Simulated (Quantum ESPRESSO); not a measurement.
# CdS (Greenockite) (P6_3mc) in Quantum ESPRESSO: reference runs

How does CdS (Greenockite) come out in PBEsol? The cell is run as given.

Everything below comes from runs of Quantum ESPRESSO 7.5. Logs are shortened: lines on timing, memory, paths and dates and some standing lists are left out, and cuts for length are marked.

**Measured values to compare with.**

“Isotope dependence of band-gap energy”, 2008, arxiv:0807.2152 quotes, for a bulk crystal of CdS: band gap 2.5809 ± 0.0002 eV.

The runs below are set against these values where they give the same quantity.

## Step 1: The crystal as given

It takes space group P6_3mc (No. 186, hexagonal). Conventional cell: a = 4.150 Å, b = 4.150 Å, c = 6.737 Å, α = 90.00°, β = 90.00°, γ = 120.00°. Around Cd (site symmetry 3m) lie 4 S at 2.53 to 2.54 Å. Around S (site symmetry 3m) lie 4 Cd at 2.53 to 2.54 Å.

## Step 2: Single point, PBEsol

pw.in

```
&CONTROL
  calculation = 'scf'
  prefix = 'pwscf'
  outdir = './tmp'
  pseudo_dir = './pseudo'
  tprnfor = .true.
  tstress = .true.
  disk_io = 'low'
/
&SYSTEM
  ibrav = 0
  celldm(1) = 8
  nat = 4
  ntyp = 2
  ecutwfc = 45
  ecutrho = 360
  nbnd = 26
  occupations = 'smearing'
  smearing = 'fd'
  degauss = 0.00367493
/
&ELECTRONS
  conv_thr = 8d-10
  electron_maxstep = 120
  mixing_beta = 0.5
/
ATOMIC_SPECIES
Cd   112.4140 cd_pbesol_v1.uspp.F.UPF
S     32.0600 s_pbesol_v1.4.uspp.F.UPF
CELL_PARAMETERS alat
  0.9802954271496   0.0000000000000   0.0000000000000
 -0.4901477135748   0.8489607431240   0.0000000000000
  0.0000000000000   0.0000000000000   1.5913856127005
ATOMIC_POSITIONS crystal
Cd     0.6666666667    0.3333333333    0.5000000000
Cd     0.3333333333    0.6666666667    0.0000000000
S      0.6666666667    0.3333333333    0.8750000000
S      0.3333333333    0.6666666667    0.3750000000
K_POINTS automatic
7 7 4 0 0 0
```

pp_density.in

```
&INPUTPP
  prefix = 'pwscf'
  outdir = './tmp'
  filplot = 'density.dat'
  plot_num = 0
/
&PLOT
  nfile = 1
  filepp(1) = 'density.dat'
  iflag = 3
  output_format = 6
  fileout = 'density.cube'
/
```

pp_potential.in

```
&INPUTPP
  prefix = 'pwscf'
  outdir = './tmp'
  filplot = 'potential.dat'
  plot_num = 11
/
&PLOT
  nfile = 1
  filepp(1) = 'potential.dat'
  iflag = 3
  output_format = 6
  fileout = 'potential.cube'
/
```

Potentials or basis: GBRV 1.5 PBEsol.

Launch:

```console
> OMP_NUM_THREADS=1 mpirun -n 2 pw.x -nk 2 -in pw.in > pw.out
> OMP_NUM_THREADS=1 mpirun -n 1 pp.x -in pp_density.in > pp_density.out
> OMP_NUM_THREADS=1 mpirun -n 1 pp.x -in pp_potential.in > pp_potential.out
```

pw.out:

```text
This program is part of the open-source Quantum ESPRESSO suite
     for quantum simulation of materials; please cite
         "P. Giannozzi et al., J. Phys.:Condens. Matter 21 395502 (2009);
         "P. Giannozzi et al., J. Phys.:Condens. Matter 29 465901 (2017);
         "P. Giannozzi et al., J. Chem. Phys. 152 154105 (2020);
     in publications or presentations arising from this work. More details at

     Message from routine setup:
     using ibrav=0 with symmetry is DISCOURAGED, use correct ibrav instead

     K-points division:     npool     =       2
     Subspace diagonalization in iterative solution of the eigenvalue problem:
     a serial algorithm will be used

     G-vector sticks info
     --------------------
     sticks:   dense  smooth     PW     G-vecs:    dense   smooth      PW
     Sum        1519     757    223                78215    27559    4331

     Using Slab Decomposition

     bravais-lattice index     =            0
     lattice parameter (alat)  =       8.0000  a.u.
     unit-cell volume          =     678.0941 (a.u.)^3
     number of atoms/cell      =            4
     number of atomic types    =            2
     number of electrons       =        36.00
     number of Kohn-Sham states=           26
     kinetic-energy cutoff     =      45.0000  Ry
     charge density cutoff     =     360.0000  Ry
     scf convergence threshold =      8.0E-10
     mixing beta               =       0.5000
     number of iterations used =            8  plain     mixing
     Exchange-correlation= SLA  PW   PSX  PSC
                           (   1   4  10   8   0   0   0)

     celldm(1)=   8.000000  celldm(2)=   0.000000  celldm(3)=   0.000000
     celldm(4)=   0.000000  celldm(5)=   0.000000  celldm(6)=   0.000000

     crystal axes: (cart. coord. in units of alat)
               a(1) = (   0.980295   0.000000   0.000000 )
               a(2) = (  -0.490148   0.848961   0.000000 )
               a(3) = (   0.000000   0.000000   1.591386 )

     reciprocal axes: (cart. coord. in units 2 pi/alat)
               b(1) = (  1.020101  0.588955 -0.000000 )
               b(2) = (  0.000000  1.177911  0.000000 )
               b(3) = (  0.000000 -0.000000  0.628383 )

     PseudoPot. # 1 for Cd read from file:
     cd_pbesol_v1.uspp.F.UPF
     Pseudo is Ultrasoft + core correction, Zval = 12.0
     Generated by new atomic code, or converted to UPF format
     Using radial grid of  889 points,  6 beta functions with:
                l(1) =   0
                l(2) =   0
                l(3) =   1
                l(4) =   1
                l(5) =   2
                l(6) =   2
     Q(r) pseudized with  6 coefficients,  rinner =    1.000   1.000   1.000
                                                       1.000   1.000

     PseudoPot. # 2 for S  read from file:
     s_pbesol_v1.4.uspp.F.UPF
     Pseudo is Ultrasoft + core correction, Zval =  6.0
     Generated by new atomic code, or converted to UPF format
     Using radial grid of  907 points,  6 beta functions with:
                l(1) =   0
                l(2) =   0
                l(3) =   1
                l(4) =   1
                l(5) =   2
                l(6) =   2
     Q(r) pseudized with  8 coefficients,  rinner =    1.300   1.300   1.300
                                                       1.300   1.300

     atomic species   valence    mass     pseudopotential
     Cd               12.00   112.41400     Cd( 1.00)
     S                 6.00    32.06000     S ( 1.00)

     12 Sym. Ops. (no inversion) found ( 6 have fractional translation)

   Cartesian axes

     site n.     atom                  positions (alat units)
         1        Cd     tau(   1) = (   0.4901477   0.2829869   0.7956928  )
         2        Cd     tau(   2) = (  -0.0000000   0.5659738   0.0000000  )
         3        S      tau(   3) = (   0.4901477   0.2829869   1.3924624  )
         4        S      tau(   4) = (  -0.0000000   0.5659738   0.5967696  )

     number of k points=    24  Fermi-Dirac smearing, width (Ry)=  0.0037
                       cart. coord. in units 2pi/alat
        k(    1) = (   0.0000000   0.0000000   0.0000000), wk =   0.0102041
        k(    2) = (   0.0000000   0.0000000   0.1570958), wk =   0.0204082
        k(    3) = (   0.0000000   0.0000000  -0.3141916), wk =   0.0102041
        k(    4) = (   0.0000000   0.1682730   0.0000000), wk =   0.0612245
        k(    5) = (   0.0000000   0.1682730   0.1570958), wk =   0.1224490
        k(    6) = (   0.0000000   0.1682730  -0.3141916), wk =   0.0612245
[... 16 lines left out ...]
        k(   23) = (   0.2914573   0.5048189   0.1570958), wk =   0.1224490
        k(   24) = (   0.2914573   0.5048189  -0.3141916), wk =   0.0612245

     Dense  grid:    78215 G-vectors     FFT dimensions: (  48,  48,  80)

     Smooth grid:    27559 G-vectors     FFT dimensions: (  36,  36,  60)

     Initial potential from superposition of free atoms

     starting charge      34.9999, renormalised to      36.0000

     negative rho (up, down):  4.449E-02 0.000E+00
     Starting wfcs are   26 randomized atomic wfcs

     Self-consistent Calculation

     iteration #  1     ecut=    45.00 Ry     beta= 0.50
     Davidson diagonalization with overlap
     ethr =  1.00E-02,  avg # of iterations =  4.5

     Threshold (ethr) on eigenvalues was too large:
     Diagonalizing with lowered threshold

     Davidson diagonalization with overlap
     ethr =  5.89E-04,  avg # of iterations =  2.0

     negative rho (up, down):  4.329E-02 0.000E+00

     total energy              =    -277.11126013 Ry
     estimated scf accuracy    <       0.20793481 Ry

     iteration #  2     ecut=    45.00 Ry     beta= 0.50
     Davidson diagonalization with overlap
     ethr =  5.78E-04,  avg # of iterations =  2.4

     negative rho (up, down):  4.387E-02 0.000E+00

     total energy              =    -277.17137329 Ry
     estimated scf accuracy    <       0.02047966 Ry

     iteration #  3     ecut=    45.00 Ry     beta= 0.50
     Davidson diagonalization with overlap
     ethr =  5.69E-05,  avg # of iterations =  3.5

     negative rho (up, down):  4.427E-02 0.000E+00

     total energy              =    -277.17370139 Ry
     estimated scf accuracy    <       0.00213492 Ry

     iteration #  4     ecut=    45.00 Ry     beta= 0.50
     Davidson diagonalization with overlap
     ethr =  5.93E-06,  avg # of iterations =  4.2

     negative rho (up, down):  4.428E-02 0.000E+00

     total energy              =    -277.17390893 Ry
     estimated scf accuracy    <       0.00013031 Ry

     iteration #  5     ecut=    45.00 Ry     beta= 0.50
     Davidson diagonalization with overlap
     ethr =  3.62E-07,  avg # of iterations =  6.6

     negative rho (up, down):  4.433E-02 0.000E+00

     total energy              =    -277.17404335 Ry
     estimated scf accuracy    <       0.00000509 Ry

     iteration #  6     ecut=    45.00 Ry     beta= 0.50
     Davidson diagonalization with overlap
     ethr =  1.41E-08,  avg # of iterations =  5.1
[... 6 lines left out ...]
     iteration #  7     ecut=    45.00 Ry     beta= 0.50
     Davidson diagonalization with overlap
     ethr =  3.05E-09,  avg # of iterations =  2.4

     negative rho (up, down):  4.439E-02 0.000E+00

     total energy              =    -277.17404812 Ry
     estimated scf accuracy    <       0.00000028 Ry

     iteration #  8     ecut=    45.00 Ry     beta= 0.50
     Davidson diagonalization with overlap
     ethr =  7.64E-10,  avg # of iterations =  2.9

     negative rho (up, down):  4.439E-02 0.000E+00

     total energy              =    -277.17404820 Ry
     estimated scf accuracy    <          1.7E-09 Ry

     iteration #  9     ecut=    45.00 Ry     beta= 0.50
     Davidson diagonalization with overlap
     ethr =  4.67E-12,  avg # of iterations = 12.8

     negative rho (up, down):  4.439E-02 0.000E+00

     total energy              =    -277.17404822 Ry
     estimated scf accuracy    <          5.3E-09 Ry

     iteration # 10     ecut=    45.00 Ry     beta= 0.50
     Davidson diagonalization with overlap
     ethr =  4.67E-12,  avg # of iterations =  2.0

     negative rho (up, down):  4.439E-02 0.000E+00

     End of self-consistent calculation

          k = 0.0000 0.0000 0.0000 (  3453 PWs)   bands (ev):

    -6.9732  -6.5279  -2.3042  -2.2815  -2.2815  -2.1951  -2.1951  -1.8759
    -1.8759  -1.7840  -1.7840  -1.4504   0.9276   4.5800   4.5800   5.3149
     5.3609   5.3609   6.3866   7.9990  11.6890  11.6890  12.0117  12.8046
    12.8046  12.8809

          k = 0.0000 0.0000 0.1571 (  3495 PWs)   bands (ev):

    -6.9070  -6.5911  -2.2724  -2.2724  -2.2603  -2.2114  -2.2114  -1.8594
    -1.8594  -1.7943  -1.7943  -1.7261   1.5520   4.2809   4.6874   4.6874
     5.2389   5.2389   7.3066   8.0716  11.5179  11.7621  11.7621  12.2791
    12.5178  12.5178

          k = 0.0000 0.0000-0.3142 (  3496 PWs)   bands (ev):

    -6.7476  -6.7476  -2.2454  -2.2454  -2.2454  -2.2454  -2.0842  -2.0842
    -1.8238  -1.8238  -1.8238  -1.8238   2.8488   2.8488   4.9558   4.9558
     4.9558   4.9558   8.0567   8.0567  11.3867  11.3867  12.0469  12.0469
    12.0469  12.0469

          k = 0.0000 0.1683 0.0000 (  3481 PWs)   bands (ev):

    -6.9014  -6.4970  -2.2788  -2.2542  -2.2328  -2.1627  -2.1552  -1.8915
    -1.8749  -1.8132  -1.7777  -1.4022   1.0661   3.8098   4.3365   4.3442
     5.1626   5.2201   7.3618   8.7072  11.0852  11.9698  12.1379  12.5132
    12.7357  13.2260

          k = 0.0000 0.1683 0.1571 (  3462 PWs)   bands (ev):

    -6.8403  -6.5534  -2.2546  -2.2424  -2.2118  -2.1756  -2.1726  -1.8742
    -1.8588  -1.8483  -1.7900  -1.6304   1.6272   3.7838   4.0114   4.4563
     4.9209   5.0795   7.8947   8.7723  11.0543  11.4687  11.9625  12.0739
    12.8133  12.9257

          k = 0.0000 0.1683-0.3142 (  3464 PWs)   bands (ev):

    -6.6945  -6.6945  -2.2172  -2.2172  -2.2103  -2.2103  -2.0610  -2.0610
    -1.8225  -1.8225  -1.8057  -1.8057   2.7486   2.7486   4.4046   4.4046
     4.7577   4.7577   8.6726   8.6726  10.8483  10.8483  12.2027  12.2027
    12.4158  12.4158

          k = 0.0000 0.3365 0.0000 (  3456 PWs)   bands (ev):

    -6.7299  -6.4356  -2.2277  -2.2043  -2.1116  -2.0648  -2.0329  -1.9210
    -1.8526  -1.8410  -1.7634  -1.3013   1.3448   2.6289   3.1075   3.8548
     4.7115   4.8996   8.4153   9.2551  10.6625  11.5041  12.2848  12.8214
    13.4358  13.7083
[... 87 lines left out ...]
    -6.4977  -6.4182  -2.1800  -2.1527  -2.0642  -2.0103  -1.9426  -1.8805
    -1.8166  -1.7865  -1.4374  -1.3353   1.1842   1.5731   2.9788   3.5148
     3.9701   4.2185   9.0093   9.7378  10.8315  10.9104  11.8755  13.0943
    13.6835  14.6522

          k = 0.1457 0.5890-0.3142 (  3448 PWs)   bands (ev):

    -6.4526  -6.4526  -2.1470  -2.1470  -2.0820  -2.0820  -1.9040  -1.9040
    -1.8059  -1.8059  -1.3882  -1.3882   1.2428   1.2428   3.4877   3.4877
     4.1576   4.1576   9.1203   9.1203  10.8688  10.8688  12.3010  12.3010
    13.9134  13.9134

          k = 0.2915 0.5048 0.0000 (  3452 PWs)   bands (ev):

    -6.4917  -6.4137  -2.2232  -2.0985  -2.0300  -1.9845  -1.9068  -1.8855
    -1.8475  -1.8006  -1.4495  -1.2428   1.4802   1.8171   2.4311   3.1327
     3.8259   3.8490   9.9581  10.0092  10.4366  11.8737  12.4084  12.8854
    13.4487  14.5353

          k = 0.2915 0.5048 0.1571 (  3457 PWs)   bands (ev):

    -6.4749  -6.4196  -2.1851  -2.1167  -2.0675  -2.0086  -1.8966  -1.8936
    -1.8367  -1.8239  -1.4171  -1.2703   1.3521   1.6077   2.5968   3.5361
     3.6449   4.1153   9.6973  10.0278  10.5777  11.5556  11.8753  12.3562
    13.8505  14.4502

          k = 0.2915 0.5048-0.3142 (  3454 PWs)   bands (ev):

    -6.4418  -6.4418  -2.1221  -2.1221  -2.0861  -2.0861  -1.8986  -1.8986
    -1.8331  -1.8331  -1.3417  -1.3417   1.3465   1.3465   3.0602   3.0602
     4.1999   4.1999   9.5567   9.5567  11.2327  11.2327  11.7809  11.7809
    13.8931  13.8931

     the Fermi energy is     5.9034 ev

!    total energy              =    -277.17404822 Ry
     estimated scf accuracy    <          4.1E-11 Ry
     smearing contrib. (-TS)   =      -0.00000006 Ry
     internal energy E=F+TS    =    -277.17404816 Ry

     The total energy is F=E-TS. E is the sum of the following terms:
     one-electron contribution =     -78.28962462 Ry
     hartree contribution      =      65.70198681 Ry
     xc contribution           =     -94.82302475 Ry
     ewald contribution        =    -169.76338561 Ry

     convergence has been achieved in  10 iterations

     negative rho (up, down):  4.439E-02 0.000E+00

     Forces acting on atoms (cartesian axes, Ry/au):

     atom    1 type  1   force =     0.00000000   -0.00000000   -0.00257384
     atom    2 type  1   force =     0.00000000    0.00000000   -0.00257384
     atom    3 type  2   force =     0.00000000   -0.00000000    0.00257384
     atom    4 type  2   force =     0.00000000    0.00000000    0.00257384

     Total force =     0.005148     Total SCF correction =     0.000003

     Computing stress (Cartesian axis) and pressure

     negative rho (up, down):  4.439E-02 0.000E+00
          total   stress  (Ry/bohr**3)                   (kbar)     P=       -6.86
  -0.00005999  -0.00000000   0.00000000           -8.82       -0.00        0.00
   0.00000000  -0.00005999   0.00000000            0.00       -8.82        0.00
   0.00000000   0.00000000  -0.00001996            0.00        0.00       -2.94

=------------------------------------------------------------------------------=
   JOB DONE.
=------------------------------------------------------------------------------=
```

It took 40 s on 2 MPI ranks of AMD EPYC 7R43 (Zen 3), shared host; peak memory 0.44 GiB.

Results:

```yaml
Free_energy: -3771.1450 eV
Pressure: -0.7 GPa
Largest_force: 0.066 eV/Å
Band_gap_on_the_k_mesh: 1.03 eV, direct
```

Forces in eV/Å, atoms in the order of the input:
```
Cd   0.000  0.000 -0.066
Cd   0.000  0.000 -0.066
S    0.000  0.000  0.066
S    0.000  0.000  0.066
```

## Step 3: Comparison with measurements

Step 2. A measured gap of CdS is 2.5809 eV (quoted in “Isotope dependence of band-gap energy”, 2008, arxiv:0807.2152); the calculated 1.03 eV misses it by -1.56 eV. So large a miss can be the level of theory's own, or it may mean another phase, state or a wrong row. Spin-orbit coupling on Cd is left out. The value is that of PBEsol, without temperature or zero-point motion. Semilocal functionals fall short of measured gaps as a rule.
